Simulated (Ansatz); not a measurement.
# Pt: energy over the lattice constants a and c

How does the energy of Pt (P6_3/mmc, No. 194; 2 atoms in the cell) change over two coordinates at once? A grid of runs gives the map.

This is Pt in the hcp structure; at room conditions it is fcc.

Computed with Ansatz 0.2.0 (DFT PBE, scalar-relativistic, plane waves, PAW, unless a step's input says otherwise).

41 further runs of the same task are left out: 41 set aside as unsound or not needed.

## Step 1: The starting structure

The structure is hexagonal, space group P6_3/mmc (No. 194). The conventional cell has a = 2.759 Å, b = 2.759 Å, c = 4.781 Å, α = 90.00°, β = 90.00°, γ = 120.00°. Pt (site symmetry -6m2) is surrounded by 12 Pt at 2.76 to 2.87 Å.

As a file:

```xyz
2
Lattice="2.7585 0.0000 0.0000 -1.3793 2.3890 0.0000 0.0000 0.0000 4.7814" Properties=species:S:1:pos:R:3 pbc="T T T"
Pt    1.3793    0.7963    3.5860
Pt    0.0000    1.5926    1.1953
```

It goes back to an entry of the Materials Project, which need not be the stable form.

This cell was relaxed beforehand with the same method: volume 15.75 Å³/atom, gap on the mesh none (metal).

## Step 2: Plan of the scan

The energy is mapped over the lattice constants a and c of the conventional cell.

- lattice constant a (and b): 9 values from 2.565 to 2.952 Å
- lattice constant c: 9 values from 4.542 to 5.021 Å

Nothing else is relaxed (symmetry fixes all fractional coordinates). Energies count from the relaxed crystal. Points are written as (first, second).

Of the runs on the grid, 8 are shown in the steps below; the others differ only in the two coordinates.

## Step 3: The run at (2.565 Å, 4.542 Å)

input.yaml reads:

```yaml
crystal:
  lattice:
    - [2.5654, 0.0, 0.0]
    - [-1.2827, 2.2217015709, 0.0]
    - [0.0, 0.0, 4.5423]
  atoms:
    - { symbol: Pt, position: [0.6666666667, 0.3333333333, 0.75] }
    - { symbol: Pt, position: [0.3333333333, 0.6666666667, 0.25] }
basis:
  ecutwfc: 420
kpoints:
  mp_grid: { grid: [18, 18, 10] }
hamiltonian:
  xc: pbe
scf:
  occupations: { method: gaussian, width: 0.15 }
output:
  forces: true
  stress: true
  eigenvalues: true
```

On the command line:

```bash
$ ansatz run input.yaml --threads 1 --pin off --max-ram 2048MiB --backend cpu --events-out ev --progress --plain --runs-dir out
```

The program printed, shortened:

```text
Warning: RAYON_NUM_THREADS=1 ignored (pool sized by the plan → 1); use --threads N
[...]
Pseudopotentials: kind: paw
Pseudopotential: Pt, paw, valence charge 18, recommended cutoff 420 eV (normal), Pt.paw.azcp
Functional definition: PBE
[...]
Crystal: 2 atoms, lattice volume = 25.889 Å³
Basis set: ecut = 420 eV, 513 PW (Γ), exchange–correlation on 36×36×64 points (8 copies of the dense FFT grid, shifted against one another)
Bands: 22, of which v1, the nominal top of the filled ones, is band 18 counted from 1 (17 counted from 0)
Symmetry: 24 space group operations
Space group: P63/mmc (ITA 194), of the structure as read, at distance tolerance 3.0e-5 Å
k-points: 222 of 3240
[...]
SCF iter   1: F=—  HF=-25044.733684 eV  |F-HF|=—  |Δ(HF+E_count)|=         —  Δρ=9.16e-3  dr2=8.44e-3  ethr=1.77e-3  ⟨swp⟩=5.0  Hψ=19276  notcnv=0
[...]
SCF iter   6: F=-25044.733907 eV  HF=-25044.733907 eV  |F-HF|=8.69e-10  |Δ(HF+E_count)|=   2.21e-8  Δρ=5.28e-6  dr2=3.73e-9  ethr=2.78e-10  ⟨swp⟩=4.3  Hψ=16771  notcnv=0
[...]
SCF converged after 6 iterations
Free energy (F): -25044.733907 eV
[...]
E sigma→0 (E₀):  -25044.720274 eV
Entropy (-TS):   -0.027266 eV (-13.633 meV/atom)
Fermi energy:    28.479828 eV
[...]
--- Forces (eV/Å), atoms counted from 1 ---
  atom   1  Pt    -0.00000000    -0.00000000     0.00000000
  atom   2  Pt     0.00000000     0.00000000     0.00000000
[...]
--- Stress (GPa, compression-positive) ---
       90.165583       0.000000       0.000000
       -0.000000      90.165583       0.000000
        0.000000       0.000000      67.066367
  P = ⅓ Tr σ = 82.4658 GPa (824.658 kbar)
--- Band table (eV; the first three rows and the last of 222) ---
  k-point 0: bands = ["-70.5932", "-70.5462", "-25.0756", "-24.5507", "-24.5507", "-24.4793", "-24.4793", "-24.4162", "16.4931", "19.1747", "22.8718", "23.7658", "23.7658", "24.2408", "24.2408", "26.1590", "26.1590", "26.6925", "28.2042", "28.2042", "34.3559", "43.1708"]
[...]
```

Wall time 2.6 s (1 thread of Intel Xeon 6975P-C (Granite Rapids), shared host); peak memory 0.43 GiB.

Energy on the map's scale: 601 meV/atom.

## Step 4: Grid point (2.952 Å, 4.781 Å)

Changes to input.yaml since step 3:

```diff
@@ -2,5 +2,5 @@
   lattice:
-    - [2.5654, 0.0, 0.0]
-    - [-1.2827, 2.2217015709, 0.0]
-    - [0.0, 0.0, 4.5423]
+    - [2.9516, 0.0, 0.0]
+    - [-1.4758, 2.5561605818, 0.0]
+    - [0.0, 0.0, 4.7813829983]
   atoms:
```

On the command line:

```bash
$ ansatz run input.yaml --threads 1 --pin off --max-ram 2048MiB --backend cpu --events-out ev --progress --plain --runs-dir out
```

The program printed, shortened:

```text
Warning: RAYON_NUM_THREADS=1 ignored (pool sized by the plan → 1); use --threads N
[...]
[... 3 set-up lines as earlier in the session ...]
[...]
Crystal: 2 atoms, lattice volume = 36.074 Å³
Basis set: ecut = 420 eV, 699 PW (Γ), exchange–correlation on 40×40×64 points (8 copies of the dense FFT grid, shifted against one another)
Bands: 22, of which v1, the nominal top of the filled ones, is band 18 counted from 1 (17 counted from 0)
[... 1 set-up line as earlier in the session ...]
Space group: P63/mmc (ITA 194), of the structure as read, at distance tolerance 3.3e-5 Å
k-points: 222 of 3240
[...]
SCF iter   1: F=—  HF=-25045.517614 eV  |F-HF|=—  |Δ(HF+E_count)|=         —  Δρ=4.57e-3  dr2=2.50e-3  ethr=1.77e-3  ⟨swp⟩=4.7  Hψ=18115  notcnv=0
[...]
SCF iter   6: F=-25045.520179 eV  HF=-25045.520179 eV  |F-HF|=4.80e-10  |Δ(HF+E_count)|=   1.67e-9  Δρ=4.10e-6  dr2=5.21e-9  ethr=1.87e-10  ⟨swp⟩=2.0  Hψ=16018  notcnv=0
[...]
SCF converged after 6 iterations
Free energy (F): -25045.520179 eV
[...]
E sigma→0 (E₀):  -25045.487544 eV
Entropy (-TS):   -0.065271 eV (-32.636 meV/atom)
Fermi energy:    18.330466 eV
[...]
--- Forces (eV/Å), atoms counted from 1 ---
  atom   1  Pt    -0.00000000    -0.00000000    -0.00000000
  atom   2  Pt     0.00000000     0.00000000     0.00000000
[...]
--- Stress (GPa, compression-positive) ---
      -24.199203       0.000000      -0.000000
       -0.000000     -24.199203      -0.000000
       -0.000000      -0.000000     -19.163880
  P = ⅓ Tr σ = -22.5208 GPa (-225.208 kbar)
--- Band table (eV; the first three rows and the last of 222) ---
  k-point 0: bands = ["-79.5454", "-79.5316", "-33.8599", "-33.6737", "-33.6737", "-33.6360", "-33.6360", "-33.6165", "9.9514", "12.6937", "15.5518", "15.6153", "15.6153", "15.9947", "15.9947", "16.4949", "16.4949", "18.1111", "18.1111", "18.5983", "23.0094", "33.1520"]
[...]
```

Wall time 3.4 s (1 thread of Intel Xeon 6975P-C (Granite Rapids), shared host); peak memory 0.46 GiB.

That is 208 meV/atom from the zero.

## Step 5: The run at (2.759 Å, 4.841 Å)

Changes to input.yaml since step 4:

```diff
@@ -2,5 +2,5 @@
   lattice:
-    - [2.9516, 0.0, 0.0]
-    - [-1.4758, 2.5561605818, 0.0]
-    - [0.0, 0.0, 4.7813829983]
+    - [2.7585396147, 0.0, 0.0]
+    - [-1.3792698074, 2.3889653837, 0.0]
+    - [0.0, 0.0, 4.8412]
   atoms:
```

On the command line:

```bash
$ ansatz run input.yaml --threads 1 --pin off --max-ram 2048MiB --backend cpu --events-out ev --progress --plain --runs-dir out
```

The program printed, shortened:

```text
[...]
SCF converged after 6 iterations
Free energy (F): -25045.929845 eV
[...]
E sigma→0 (E₀):  -25045.909527 eV
Entropy (-TS):   -0.040638 eV (-20.319 meV/atom)
Fermi energy:    21.676596 eV
[...]
--- Forces (eV/Å), atoms counted from 1 ---
  atom   1  Pt    -0.00000000    -0.00000000     0.00000000
  atom   2  Pt     0.00000000     0.00000000    -0.00000000
[...]
--- Stress (GPa, compression-positive) ---
       -1.733566       0.000000       0.000000
        0.000000      -1.733566       0.000000
        0.000000       0.000000      -4.074277
  P = ⅓ Tr σ = -2.5138 GPa (-25.138 kbar)
--- Band table (eV; the first three rows and the last of 222) ---
  k-point 0: bands = ["-76.5936", "-76.5765", "-30.8508", "-30.6886", "-30.6886", "-30.6529", "-30.6529", "-30.5459", "12.0824", "14.6695", "17.7258", "18.3046", "18.3046", "18.6465", "18.6465", "19.9784", "19.9784", "20.9218", "21.4674", "21.4674", "26.1646", "36.8496"]
[...]
```

Wall time 2.9 s (1 thread of Intel Xeon 6975P-C (Granite Rapids), shared host); peak memory 0.45 GiB.

That is 2.7 meV/atom from the zero.

## Step 6: The run at (2.807 Å, 4.662 Å)

Changes to input.yaml since step 5:

```diff
@@ -2,5 +2,5 @@
   lattice:
-    - [2.7585396147, 0.0, 0.0]
-    - [-1.3792698074, 2.3889653837, 0.0]
-    - [0.0, 0.0, 4.8412]
+    - [2.8068, 0.0, 0.0]
+    - [-1.4034, 2.4307601033, 0.0]
+    - [0.0, 0.0, 4.6618]
   atoms:
@@ -20 +20,5 @@
   eigenvalues: true
+  write_density: true
+  write_potential: true
+  elf: true
+  volumetric_format: npy
```

On the command line:

```bash
$ ansatz run input.yaml --threads 1 --pin off --max-ram 2048MiB --backend cpu --events-out ev --progress --plain --runs-dir out
```

The program printed, shortened:

```text
[...]
SCF converged after 6 iterations
Free energy (F): -25045.914912 eV
[...]
E sigma→0 (E₀):  -25045.889532 eV
Entropy (-TS):   -0.050760 eV (-25.380 meV/atom)
Fermi energy:    21.789839 eV
[...]
--- Forces (eV/Å), atoms counted from 1 ---
  atom   1  Pt     0.00000000     0.00000000     0.00000000
  atom   2  Pt     0.00000000    -0.00000000     0.00000000
[...]
--- Stress (GPa, compression-positive) ---
       -4.509124      -0.000000       0.000000
        0.000000      -4.509124       0.000000
        0.000000       0.000000       1.637474
  P = ⅓ Tr σ = -2.4603 GPa (-24.603 kbar)
--- Band table (eV; the first three rows and the last of 222) ---
  k-point 0: bands = ["-76.4943", "-76.4710", "-30.8532", "-30.5921", "-30.5921", "-30.5406", "-30.5406", "-30.4843", "12.1469", "14.9406", "18.1906", "18.4258", "18.4258", "18.8579", "18.8579", "19.7017", "19.7017", "21.3949", "21.5319", "21.5319", "26.9787", "36.6534"]
[...]
```

It took 4.1 s on 1 thread of Intel Xeon 6975P-C (Granite Rapids), shared host; peak memory 0.45 GiB.

Density in a lattice plane of the grid's cell (edges 2.81 and 4.66 Å, at 0.333 of the third edge), which holds Pt.

Ten even steps from '0' (0.22 e/Å³) to '9' (11.69 e/Å³):
```
00000000000000
00000001222210
00000013565421
00000125788742
00000136899852
00000125788742
00000013565421
00000001222210
00000000000000
00000000000000
00000000000000
00000000000000
00000000000000
01110000000000
01111000000000
01110000000000
00000000000000
00000000000000
00000000000000
00000000000000
```
Columns run along the first of these edges and rows up along the second, over one cell in 14 and 20 even steps from the bottom left corner. Atoms in the plane (fractional): Pt at (0.67, 0.75).

ELF in the same plane.

Ten even steps from '0' (0.21) to '9' (0.67):
```
00000011222211
10000135666542
10001258999874
21111379999986
31111479999996
21111379999986
10001258999874
10000135666542
00000011222211
00000000000000
00000000000000
11111000000000
12332100000001
24443210000001
34554210000001
24443210000001
12332100000001
11111000000000
00000000000000
00000000000000
```
Columns run along the first of these edges and rows up along the second, over one cell in 14 and 20 even steps from the bottom left corner. Atoms in the plane (fractional): Pt at (0.67, 0.75).

Both are smooth fields of the valence electrons: close to the nuclei they are not physical.

That is 10 meV/atom from the zero.

## Step 7: The run at (2.855 Å, 4.602 Å)

Changes to input.yaml since step 6:

```diff
@@ -2,5 +2,5 @@
   lattice:
-    - [2.8068, 0.0, 0.0]
-    - [-1.4034, 2.4307601033, 0.0]
-    - [0.0, 0.0, 4.6618]
+    - [2.8551, 0.0, 0.0]
+    - [-1.42755, 2.4725891303, 0.0]
+    - [0.0, 0.0, 4.6021]
   atoms:
@@ -20,5 +20 @@
   eigenvalues: true
-  write_density: true
-  write_potential: true
-  elf: true
-  volumetric_format: npy
```

On the command line:

```bash
$ ansatz run input.yaml --threads 1 --pin off --max-ram 2048MiB --backend cpu --events-out ev --progress --plain --runs-dir out
```

The program printed, shortened:

```text
Warning: RAYON_NUM_THREADS=1 ignored (pool sized by the plan → 1); use --threads N
[...]
[... 3 set-up lines as earlier in the session ...]
[...]
Crystal: 2 atoms, lattice volume = 32.488 Å³
Basis set: ecut = 420 eV, 615 PW (Γ), exchange–correlation on 40×40×64 points (8 copies of the dense FFT grid, shifted against one another)
Bands: 22, of which v1, the nominal top of the filled ones, is band 18 counted from 1 (17 counted from 0)
[... 1 set-up line as earlier in the session ...]
Space group: P63/mmc (ITA 194), of the structure as read, at distance tolerance 3.2e-5 Å
k-points: 222 of 3240
[...]
SCF iter   1: F=—  HF=-25045.862368 eV  |F-HF|=—  |Δ(HF+E_count)|=         —  Δρ=4.79e-3  dr2=2.17e-3  ethr=1.77e-3  ⟨swp⟩=4.7  Hψ=18228  notcnv=0
[...]
SCF iter   6: F=-25045.866034 eV  HF=-25045.866034 eV  |F-HF|=7.49e-10  |Δ(HF+E_count)|=   1.05e-9  Δρ=4.04e-6  dr2=4.16e-9  ethr=1.88e-10  ⟨swp⟩=2.1  Hψ=16382  notcnv=0
[...]
SCF converged after 6 iterations
Free energy (F): -25045.866034 eV
[...]
E sigma→0 (E₀):  -25045.837700 eV
Entropy (-TS):   -0.056669 eV (-28.334 meV/atom)
Fermi energy:    21.182738 eV
[...]
--- Forces (eV/Å), atoms counted from 1 ---
  atom   1  Pt     0.00000000    -0.00000000     0.00000000
  atom   2  Pt     0.00000000     0.00000000     0.00000000
[...]
--- Stress (GPa, compression-positive) ---
       -9.364253      -0.000000       0.000000
        0.000000      -9.364253       0.000000
        0.000000       0.000000      -1.519218
  P = ⅓ Tr σ = -6.7492 GPa (-67.492 kbar)
--- Band table (eV; the first three rows and the last of 222) ---
  k-point 0: bands = ["-77.0317", "-77.0072", "-31.4298", "-31.1340", "-31.1340", "-31.0769", "-31.0769", "-31.0585", "11.7545", "14.6199", "17.9104", "17.9435", "17.9435", "18.4097", "18.4097", "18.9611", "18.9611", "20.9143", "20.9143", "21.0961", "26.6024", "35.9155"]
[...]
```

Wall time 3.1 s (1 thread of Intel Xeon 6975P-C (Granite Rapids), shared host); peak memory 0.44 GiB.

On the map this point reads 35 meV/atom.

## Step 8: Grid point (2.807 Å, 4.901 Å)

Changes to input.yaml since step 7:

```diff
@@ -2,5 +2,5 @@
   lattice:
-    - [2.8551, 0.0, 0.0]
-    - [-1.42755, 2.4725891303, 0.0]
-    - [0.0, 0.0, 4.6021]
+    - [2.8068, 0.0, 0.0]
+    - [-1.4034, 2.4307601033, 0.0]
+    - [0.0, 0.0, 4.9009]
   atoms:
```

On the command line:

```bash
$ ansatz run input.yaml --threads 1 --pin off --max-ram 2048MiB --backend cpu --events-out ev --progress --plain --runs-dir out
```

The program printed, shortened:

```text
Warning: RAYON_NUM_THREADS=1 ignored (pool sized by the plan → 1); use --threads N
[...]
[... 3 set-up lines as earlier in the session ...]
[...]
Crystal: 2 atoms, lattice volume = 33.437 Å³
Basis set: ecut = 420 eV, 665 PW (Γ), exchange–correlation on 40×40×72 points (8 copies of the dense FFT grid, shifted against one another)
Bands: 22, of which v1, the nominal top of the filled ones, is band 18 counted from 1 (17 counted from 0)
[... 2 set-up lines as earlier in the session ...]
k-points: 222 of 3240
[...]
SCF iter   1: F=—  HF=-25045.856126 eV  |F-HF|=—  |Δ(HF+E_count)|=         —  Δρ=6.67e-3  dr2=4.54e-3  ethr=1.77e-3  ⟨swp⟩=4.7  Hψ=18172  notcnv=0
[...]
SCF iter   6: F=-25045.858388 eV  HF=-25045.858388 eV  |F-HF|=6.55e-10  |Δ(HF+E_count)|=   4.49e-9  Δρ=4.18e-6  dr2=3.29e-9  ethr=2.78e-10  ⟨swp⟩=4.0  Hψ=15923  notcnv=0
[...]
SCF converged after 6 iterations
Free energy (F): -25045.858388 eV
[...]
E sigma→0 (E₀):  -25045.835940 eV
Entropy (-TS):   -0.044895 eV (-22.448 meV/atom)
Fermi energy:    20.339458 eV
[...]
--- Forces (eV/Å), atoms counted from 1 ---
  atom   1  Pt     0.00000000     0.00000000     0.00000000
  atom   2  Pt     0.00000000    -0.00000000     0.00000000
[...]
--- Stress (GPa, compression-positive) ---
      -12.135777      -0.000000       0.000000
       -0.000000     -12.135777       0.000000
        0.000000       0.000000     -11.860949
  P = ⅓ Tr σ = -12.0442 GPa (-120.442 kbar)
--- Band table (eV; the first three rows and the last of 222) ---
  k-point 0: bands = ["-77.7750", "-77.7613", "-32.0088", "-31.8894", "-31.8894", "-31.8583", "-31.8583", "-31.7512", "11.2299", "13.7919", "16.7118", "17.2182", "17.2182", "17.5397", "17.5397", "18.7380", "18.7380", "19.8246", "20.1399", "20.1399", "24.6013", "35.5352"]
[...]
```

Wall time 3.2 s (1 thread of Intel Xeon 6975P-C (Granite Rapids), shared host); peak memory 0.42 GiB.

On the map this point reads 38 meV/atom.

## Step 9: Grid point (2.759 Å, 4.722 Å)

Changes to input.yaml since step 8:

```diff
@@ -2,5 +2,5 @@
   lattice:
-    - [2.8068, 0.0, 0.0]
-    - [-1.4034, 2.4307601033, 0.0]
-    - [0.0, 0.0, 4.9009]
+    - [2.7585396147, 0.0, 0.0]
+    - [-1.3792698074, 2.3889653837, 0.0]
+    - [0.0, 0.0, 4.7216]
   atoms:
```

On the command line:

```bash
$ ansatz run input.yaml --threads 1 --pin off --max-ram 2048MiB --backend cpu --events-out ev --progress --plain --runs-dir out
```

The program printed, shortened:

```text
[...]
SCF converged after 6 iterations
Free energy (F): -25045.930444 eV
[...]
E sigma→0 (E₀):  -25045.908725 eV
Entropy (-TS):   -0.043439 eV (-21.719 meV/atom)
Fermi energy:    22.430517 eV
[...]
--- Forces (eV/Å), atoms counted from 1 ---
  atom   1  Pt    -0.00000000    -0.00000000     0.00000000
  atom   2  Pt     0.00000000     0.00000000     0.00000000
[...]
--- Stress (GPa, compression-positive) ---
        2.507500       0.000000       0.000000
        0.000000       2.507500       0.000000
        0.000000       0.000000       4.119576
  P = ⅓ Tr σ = 3.0449 GPa (30.449 kbar)
--- Band table (eV; the first three rows and the last of 222) ---
  k-point 0: bands = ["-75.9290", "-75.9067", "-30.2503", "-30.0170", "-30.0170", "-29.9708", "-29.9708", "-29.8849", "12.5605", "15.2680", "18.4857", "18.9299", "18.9299", "19.3277", "19.3277", "20.4812", "20.4812", "21.7281", "22.1874", "22.1874", "27.3899", "37.4244"]
[...]
```

Wall time 2.9 s (1 thread of Intel Xeon 6975P-C (Granite Rapids), shared host); peak memory 0.43 GiB.

That is 2.4 meV/atom from the zero.

## Step 10: Grid point (2.710 Å, 4.602 Å)

Changes to input.yaml since step 9:

```diff
@@ -2,5 +2,5 @@
   lattice:
-    - [2.7585396147, 0.0, 0.0]
-    - [-1.3792698074, 2.3889653837, 0.0]
-    - [0.0, 0.0, 4.7216]
+    - [2.7103, 0.0, 0.0]
+    - [-1.35515, 2.3471886519, 0.0]
+    - [0.0, 0.0, 4.6021]
   atoms:
```

On the command line:

```bash
$ ansatz run input.yaml --threads 1 --pin off --max-ram 2048MiB --backend cpu --events-out ev --progress --plain --runs-dir out
```

The program printed, shortened:

```text
[...]
SCF converged after 6 iterations
Free energy (F): -25045.794010 eV
[...]
E sigma→0 (E₀):  -25045.773588 eV
Entropy (-TS):   -0.040845 eV (-20.422 meV/atom)
Fermi energy:    24.323400 eV
[...]
--- Forces (eV/Å), atoms counted from 1 ---
  atom   1  Pt    -0.00000000     0.00000000     0.00000000
  atom   2  Pt     0.00000000    -0.00000000     0.00000000
[...]
--- Stress (GPa, compression-positive) ---
       20.807163       0.000000      -0.000000
        0.000000      20.807163      -0.000000
       -0.000000      -0.000000      23.052838
  P = ⅓ Tr σ = 21.5557 GPa (215.557 kbar)
--- Band table (eV; the first three rows and the last of 222) ---
  k-point 0: bands = ["-74.2598", "-74.2281", "-28.6591", "-28.3221", "-28.3221", "-28.2615", "-28.2615", "-28.1858", "13.7733", "16.5557", "20.0287", "20.4596", "20.4596", "20.9175", "20.9175", "22.1017", "22.1017", "23.4133", "24.0450", "24.0450", "29.8159", "39.1528"]
[...]
```

It took 2.6 s on 1 thread of Intel Xeon 6975P-C (Granite Rapids), shared host; peak memory 0.43 GiB.

Energy on the map's scale: 71 meV/atom.

## Step 11: Energy over the grid

81 points were computed. Energies in meV/atom, from the relaxed crystal:

| lattice constant c (Å) ↓, lattice constant a (and b) (Å) → | 2.565 | 2.614 | 2.662 | 2.710 | 2.759 | 2.807 | 2.855 | 2.903 | 2.952 |
| --- | --- | --- | --- | --- | --- | --- | --- | --- | --- |
| 5.021 | 327 | 164 | 70 | 31 | 36 | 75 | 141 | 228 | 331 |
| 4.961 | 336 | 167 | 67 | 22 | 21 | 55 | 117 | 199 | 297 |
| 4.901 | 351 | 175 | 68 | 17 | 10 | 38 | 95 | 172 | 266 |
| 4.841 | 372 | 188 | 74 | 16 | 3 | 25 | 76 | 147 | 236 |
| 4.781 | 400 | 208 | 86 | 20 | 0 | 16 | 60 | 125 | 208 |
| 4.722 | 436 | 235 | 104 | 30 | 2 | 11 | 47 | 106 | 182 |
| 4.662 | 481 | 270 | 130 | 47 | 10 | 10 | 39 | 90 | 158 |
| 4.602 | 535 | 314 | 163 | 71 | 24 | 15 | 35 | 77 | 138 |
| 4.542 | 601 | 367 | 206 | 102 | 45 | 25 | 35 | 68 | 120 |

The pressure (GPa) at each point:

| lattice constant c (Å) ↓, lattice constant a (and b) (Å) → | 2.565 | 2.614 | 2.662 | 2.710 | 2.759 | 2.807 | 2.855 | 2.903 | 2.952 |
| --- | --- | --- | --- | --- | --- | --- | --- | --- | --- |
| 5.021 | 42 | 25 | 11 | 0 | −9 | −15 | −20 | −24 | −27 |
| 4.961 | 46 | 28 | 13 | 2 | −7 | −14 | −19 | −23 | −26 |
| 4.901 | 49 | 31 | 16 | 4 | −5 | −12 | −18 | −22 | −25 |
| 4.841 | 54 | 35 | 19 | 7 | −3 | −10 | −16 | −20 | −24 |
| 4.781 | 58 | 39 | 23 | 10 | 0 | −8 | −14 | −19 | −23 |
| 4.722 | 63 | 43 | 27 | 14 | 3 | −5 | −12 | −17 | −21 |
| 4.662 | 69 | 48 | 31 | 17 | 6 | −2 | −9 | −15 | −19 |
| 4.602 | 75 | 54 | 36 | 22 | 10 | 1 | −7 | −13 | −17 |
| 4.542 | 82 | 60 | 41 | 26 | 14 | 4 | −4 | −10 | −15 |

## Step 12: Results

```
              quantity                                                                         value
          lowest point                                                (2.759 Å, 4.781 Å), 0 meV/atom
highest computed point                             (2.565 Å, 4.542 Å), 601 meV/atom above the lowest
        pressure (GPa)  −27 at (2.952 Å, 5.021 Å) to 82 at (2.565 Å, 4.542 Å); 0 at the lowest point
   time for all points                                              4.3 min on 1 thread, shared host
```

What this shows: The lowest computed point is at (2.759 Å, 4.781 Å), which is the relaxed crystal itself. No other kind of well shows on this grid. The highest computed point, (2.565 Å, 4.542 Å), lies 601 meV/atom above the lowest. Round the minimum the valley is somewhat tilted: raising lattice constant a (and b) shifts the best value of lattice constant c downwards (coupling k₁₂/√(k₁₁k₂₂) about 0.5). The runs treat Pt without spin-orbit coupling.
